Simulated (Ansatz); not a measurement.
# Li (Im-3m) in Ansatz: notebook

One crystal, Li, is run at these levels: PBE; tasks: single point, equation of state.

Program: Ansatz 0.2.0. These are calculated values, not measurements. Logs are shortened: lines on timing, memory, paths and dates and some standing lists are left out, and cuts for length are marked.

## (1) The structure

Symmetry: Im-3m, No. 229, cubic system. The conventional cell has a = 3.509 Å, b = 3.509 Å, c = 3.509 Å, α = 90.00°, β = 90.00°, γ = 90.00°. Li (site symmetry m-3m) is surrounded by 8 Li at 3.04 Å.

## (2) Single point, PBE, 20.31 Å³/atom (volume scaled by 0.94)

Contents of input.yaml:

```yaml
crystal:
  lattice:
    - [-1.7188307657, 1.7188307657, 1.7188307657]
    - [1.7188307657, -1.7188307657, 1.7188307657]
    - [1.7188307657, 1.7188307657, -1.7188307657]
  atoms:
    - { symbol: Li, position: [0.0, 0.0, 0.0] }
hamiltonian:
  xc: pbe
  pseudopotentials: { kind: paw, source: jth }
kpoints:
  mp_grid: { grid: [11, 11, 11] }
scf:
  occupations: { method: fermi_dirac, width: 0.05 }
output:
  forces: true
  stress: true
  eigenvalues: true
  write_density: true
  write_potential: true
  elf: true
  volumetric_format: npy
```

Potentials or basis: JTH PAW.

The run is started by

```sh
> ansatz run input.yaml --threads 2 --pin off --max-ram 5632MiB --backend cpu --events-out ev --progress --plain --runs-dir out
```

Output:

```text
Warning: the checks of this Li dataset prove no rule for summing its radial tables, as where they were carried onto another mesh than they were made on, and Gregory's rule is taken, under which a leading mesh point left out moves its sums only by what lay on the interval it spanned. That does not make them correct, and they differ from Quantum ESPRESSO's on this file; a re-export a fraction of a mesh step off can move them. hamiltonian.pseudopotentials.radial_quadrature: simpson_from_first_knot sums it by `pw.x`'s rule; on a PAW file no value gives `pw.x`'s numbers. What more to know: hamiltonian.pseudopotentials.radial_quadrature, in the input reference
Warning: RAYON_NUM_THREADS=2 ignored (pool sized by the plan → 2); use --threads N
Engine: ansatz 0.2.0, aarch64-unknown-linux-gnu
Pseudopotentials: kind: paw
Pseudopotential: Li, paw, valence charge 3, recommended cutoff 1170 eV (normal), Li.paw.azcp
Functional definition: PBE
  parameter kappa = 0.804
  parameter beta = 0.06672455060314922
  exchange = pbe_x(kappa = kappa, mu = beta*pi^2/3)
  correlation = pbe_c(beta = beta)
Crystal: 1 atoms, lattice volume = 20.312 Å³
Basis set: ecut = 1170 eV, 1865 PW (Γ), exchange–correlation on 72×72×72 points (8 copies of the dense FFT grid, shifted against one another)
Bands: 6, of which v1, the nominal top of the filled ones, is band 2 counted from 1 (1 counted from 0)
Symmetry: 48 space group operations
Space group: Im-3m (ITA 229), of the structure as read, at distance tolerance 2.7e-5 Å
k-points: 56 of 1331
Non-local potential: Li, projectors of the file, l = 0: 3, l = 1: 2
PAW form: soft (Blöchl's): semilocal exchange-correlation on the pseudo side does not see the compensation charge
PAW one-centre angular grid: Li, 110 points (default); XC on 64 Gauss nodes
Initial density: superposition of atomic densities (chi_scale 0.1, normalization cell)
Initial wavefunctions: pseudopotential atomic-orbital guess
Functional: x = pbe(κ = 0.804, μ = 0.2195149727645171), c = pbe(β = 0.06672455060314922)
SCF iter   1: F=—  HF=-205.097982 eV  |F-HF|=—  |Δ(HF+E_count)|=         —  Δρ=1.36e-2  dr2=1.54e-2  ethr=3.10e-3  ⟨swp⟩=3.9  Hψ=2680  notcnv=0
preconditioner: auto → none  [insulator: Δε(μ)=0.196 eV  Ē_g=10.669 eV  σ=0.050 eV  W_gap=0.59  n_scr=0 (ndim 8)  ℏωp=8.2 eV  f_vac=0.000  D(μ)=0.50/eV (n_scr^D=0)  ε∞_Penn≈1.6]
SCF iter   2: F=—  HF=-204.760408 eV  |F-HF|=—  |Δ(HF+E_count)|=   3.38e-1  Δρ=1.81e-3  dr2=5.84e-4  ethr=5.14e-4  ⟨swp⟩=2.0  Hψ=1100  notcnv=0  defer=14
SCF iter   3: F=—  HF=-204.689570 eV  |F-HF|=—  |Δ(HF+E_count)|=   7.08e-2  Δρ=2.54e-3  dr2=3.07e-4  ethr=1.95e-5  ⟨swp⟩=2.1  Hψ=639  notcnv=0  defer=14
SCF iter   4: F=—  HF=-204.689207 eV  |F-HF|=—  |Δ(HF+E_count)|=   3.63e-4  Δρ=1.26e-4  dr2=7.98e-7  ethr=1.02e-5  ⟨swp⟩=1.0  Hψ=322  notcnv=0  defer=14
SCF iter   5: F=—  HF=-204.689213 eV  |F-HF|=—  |Δ(HF+E_count)|=   6.64e-6  Δρ=3.32e-6  dr2=9.01e-10  ethr=3.33e-9  ⟨swp⟩=8.4  Hψ=2095  notcnv=0
SCF iter   6: F=-204.689213 eV  HF=-204.689213 eV  |F-HF|=2.30e-12  |Δ(HF+E_count)|=  7.34e-10  Δρ=2.26e-7  dr2=7.88e-12  ethr=3.00e-11  ⟨swp⟩=3.0  Hψ=1009  notcnv=0
SCF 1 converged in 6 iterations: F = -204.689213 eV  dr2 = 7.88e-12
SCF converged after 6 iterations
Free energy (F): -204.689213 eV
Harris-Foulkes:  -204.689213 eV  (|F-HF|=2.30e-12)
Internal energy: -204.685491 eV  (E = F + TS)
E sigma→0 (E₀):  -204.687352 eV
Entropy (-TS):   -0.003722 eV (-3.722 meV/atom)
Fermi energy:    1.015355 eV
--- Per-component energies (eV) ---
  E_band       = -91.378773
  E_kinetic    = 41.634570
  E_local      = -90.273601  (includes V_loc(G=0)·N_el)
  E_nonlocal   = -95.593659
  E_hartree    = 40.895373
  E_xc         = -16.598988
  E_vxc        = -21.325625  (∫ρ·V_xc dr)
  E_paw        = -16.151242  (= ΣΔE_a)
  E_vpaw       = -7.611186  (= ΣTr[D̂ρ^β])
  E_aug_tail   = 0.000001  (compensation charges beyond the density's cutoff)
  E_ewald      = -68.597946
  E_smearing   = -0.003722  (= −TS)
  E_closure    = 0.000000  (closes the sum)
  Σ components = -204.689213   (vs F -204.689213, Δ=0.00e0)
--- Forces (eV/Å), atoms counted from 1 ---
  atom   1  Li     0.00000000     0.00000000    -0.00000000
  max |Σ_I F_I| component: 1.54e-32 eV/Å
--- Stress (GPa, compression-positive) ---
       -0.042865       0.000000       0.000000
       -0.000000      -0.042865      -0.000000
        0.000000      -0.000000      -0.042865
  P = ⅓ Tr σ = -0.0429 GPa (-0.429 kbar)
--- Band table (eV; the first three rows and the last of 56) ---
  k-point 0: bands = ["-45.5124", "-2.5696", "15.5842", "15.5842", "15.5842", "20.4499"]
  k-point 1: bands = ["-45.5109", "-2.4130", "14.5258", "14.8718", "15.3142", "18.6533"]
  k-point 2: bands = ["-45.5068", "-1.9429", "11.8677", "13.6297", "14.6180", "17.2256"]
  k-point 55: bands = ["-45.4807", "5.5201", "6.6156", "6.6156", "8.8982", "9.9277"]
```

It took 2.1 s on 2 threads of Arm Neoverse N1, shared host; peak memory 0.31 GiB.

What came out:

- Free energy: -204.6892 eV
- Pressure: 0.0 GPa
- Band gap on the k mesh: none (metal or under the smearing width)

## (3) Single point, PBE, 20.74 Å³/atom (volume scaled by 0.96)

Contents of input.yaml:

```yaml
crystal:
  lattice:
    - [-1.7309356065, 1.7309356065, 1.7309356065]
    - [1.7309356065, -1.7309356065, 1.7309356065]
    - [1.7309356065, 1.7309356065, -1.7309356065]
  atoms:
    - { symbol: Li, position: [0.0, 0.0, 0.0] }
hamiltonian:
  xc: pbe
  pseudopotentials: { kind: paw, source: jth }
kpoints:
  mp_grid: { grid: [11, 11, 11] }
scf:
  occupations: { method: fermi_dirac, width: 0.05 }
output:
  forces: true
  stress: true
  eigenvalues: true
```

Potentials or basis: JTH PAW.

The run is started by

```sh
> ansatz run input.yaml --threads 2 --pin off --max-ram 5632MiB --backend cpu --events-out ev --progress --plain --runs-dir out
```

Run time: 1.6 s. Hardware: 2 threads of Arm Neoverse N1, shared host; peak memory 0.3 GiB.

It converged, with:

- Free energy: -204.6887 eV
- Pressure: -0.3 GPa
- Band gap on the k mesh: none (metal or under the smearing width)

## (4) Single point, PBE, 21.18 Å³/atom (volume scaled by 0.98)

Contents of input.yaml:

```yaml
crystal:
  lattice:
    - [-1.7428734707, 1.7428734707, 1.7428734707]
    - [1.7428734707, -1.7428734707, 1.7428734707]
    - [1.7428734707, 1.7428734707, -1.7428734707]
  atoms:
    - { symbol: Li, position: [0.0, 0.0, 0.0] }
hamiltonian:
  xc: pbe
  pseudopotentials: { kind: paw, source: jth }
kpoints:
  mp_grid: { grid: [11, 11, 11] }
scf:
  occupations: { method: fermi_dirac, width: 0.05 }
output:
  forces: true
  stress: true
  eigenvalues: true
  write_density: true
  write_potential: true
  elf: true
  volumetric_format: npy
```

The run is started by

```sh
> ansatz run input.yaml --threads 2 --pin off --max-ram 5632MiB --backend cpu --events-out ev --progress --plain --runs-dir out
```

Wall time 2.1 s (2 threads of Arm Neoverse N1, shared host); peak memory 0.31 GiB.

It converged, with:

| Property | Result |
| --- | --- |
| Free energy | -204.6875 eV |
| Pressure | -0.6 GPa |
| Band gap on the k mesh | none (metal or under the smearing width) |

## (5) Single point, PBE, 21.61 Å³/atom

Contents of input.yaml:

```yaml
crystal:
  lattice:
    - [-1.75465, 1.75465, 1.75465]
    - [1.75465, -1.75465, 1.75465]
    - [1.75465, 1.75465, -1.75465]
  atoms:
    - { symbol: Li, position: [0.0, 0.0, 0.0] }
hamiltonian:
  xc: pbe
  pseudopotentials: { kind: paw, source: jth }
kpoints:
  mp_grid: { grid: [11, 11, 11] }
scf:
  occupations: { method: fermi_dirac, width: 0.05 }
output:
  forces: true
  stress: true
  eigenvalues: true
```

The run is started by

```sh
> ansatz run input.yaml --threads 2 --pin off --max-ram 5632MiB --backend cpu --events-out ev --progress --plain --runs-dir out
```

Wall time 1.6 s (2 threads of Arm Neoverse N1, shared host); peak memory 0.31 GiB.

The run converged. Its results:

| Item | Value |
| --- | --- |
| Free energy | -204.6856 eV |
| Pressure | -0.8 GPa |
| Band gap on the k mesh | none (metal or under the smearing width) |

## (6) Single point, PBE, 22.04 Å³/atom (volume scaled by 1.02)

input.yaml: that of step 5 with these lines changed.

```diff
@@ -2,5 +2,5 @@
   lattice:
-    - [-1.75465, 1.75465, 1.75465]
-    - [1.75465, -1.75465, 1.75465]
-    - [1.75465, 1.75465, -1.75465]
+    - [-1.7662705373, 1.7662705373, 1.7662705373]
+    - [1.7662705373, -1.7662705373, 1.7662705373]
+    - [1.7662705373, 1.7662705373, -1.7662705373]
   atoms:
```

Potentials or basis: JTH PAW.

The run is started by

```sh
> ansatz run input.yaml --threads 2 --pin off --max-ram 5632MiB --backend cpu --events-out ev --progress --plain --runs-dir out
```

Run time: 1.6 s. Hardware: 2 threads of Arm Neoverse N1, shared host; peak memory 0.31 GiB.

The run converged. Its results:

```
Free energy            : -204.6831 eV
Pressure               : -1.0 GPa
Band gap on the k mesh : none (metal or under the smearing width)
```

## (7) Single point, PBE, 22.47 Å³/atom (volume scaled by 1.04)

Contents of input.yaml:

```yaml
crystal:
  lattice:
    - [-1.7777401479, 1.7777401479, 1.7777401479]
    - [1.7777401479, -1.7777401479, 1.7777401479]
    - [1.7777401479, 1.7777401479, -1.7777401479]
  atoms:
    - { symbol: Li, position: [0.0, 0.0, 0.0] }
hamiltonian:
  xc: pbe
  pseudopotentials: { kind: paw, source: jth }
kpoints:
  mp_grid: { grid: [11, 11, 11] }
scf:
  occupations: { method: fermi_dirac, width: 0.05 }
output:
  forces: true
  stress: true
  eigenvalues: true
  write_density: true
  write_potential: true
  elf: true
  volumetric_format: npy
```

The run is started by

```sh
> ansatz run input.yaml --threads 2 --pin off --max-ram 5632MiB --backend cpu --events-out ev --progress --plain --runs-dir out
```

Run time: 2.2 s. Hardware: 2 threads of Arm Neoverse N1, shared host; peak memory 0.31 GiB.

The run converged. Its results:

```yaml
Free_energy: -204.6801 eV
Pressure: -1.2 GPa
Band_gap_on_the_k_mesh: none (metal or under the smearing width)
```

## (8) Single point, PBE, 22.91 Å³/atom (volume scaled by 1.06)

Contents of input.yaml:

```yaml
crystal:
  lattice:
    - [-1.7890636389, 1.7890636389, 1.7890636389]
    - [1.7890636389, -1.7890636389, 1.7890636389]
    - [1.7890636389, 1.7890636389, -1.7890636389]
  atoms:
    - { symbol: Li, position: [0.0, 0.0, 0.0] }
hamiltonian:
  xc: pbe
  pseudopotentials: { kind: paw, source: jth }
kpoints:
  mp_grid: { grid: [11, 11, 11] }
scf:
  occupations: { method: fermi_dirac, width: 0.05 }
output:
  forces: true
  stress: true
  eigenvalues: true
```

The run is started by

```sh
> ansatz run input.yaml --threads 2 --pin off --max-ram 5632MiB --backend cpu --events-out ev --progress --plain --runs-dir out
```

Wall time 1.7 s (2 threads of Arm Neoverse N1, shared host); peak memory 0.31 GiB.

Results (log left out):

| Property | Result |
| --- | --- |
| Free energy | -204.6766 eV |
| Pressure | -1.4 GPa |
| Band gap on the k mesh | none (metal or under the smearing width) |

## (9) Equation of state, PBE

Potentials or basis: JTH PAW.

No new run: the results of the series are fitted here.

What came out:

```yaml
Equilibrium_volume: "20.25 Å³/atom (rough: see the caveat)"
Bulk_modulus: 13.9 GPa (rough)
```

Energy against volume, from the lowest point:
```csv
volume (Å³/atom),energy (meV/atom)
20.312,0.00
20.744,0.50
21.177,1.72
21.609,3.60
22.041,6.08
22.473,9.11
22.905,12.65
```

Caveat: the minimum lies outside the volumes run.
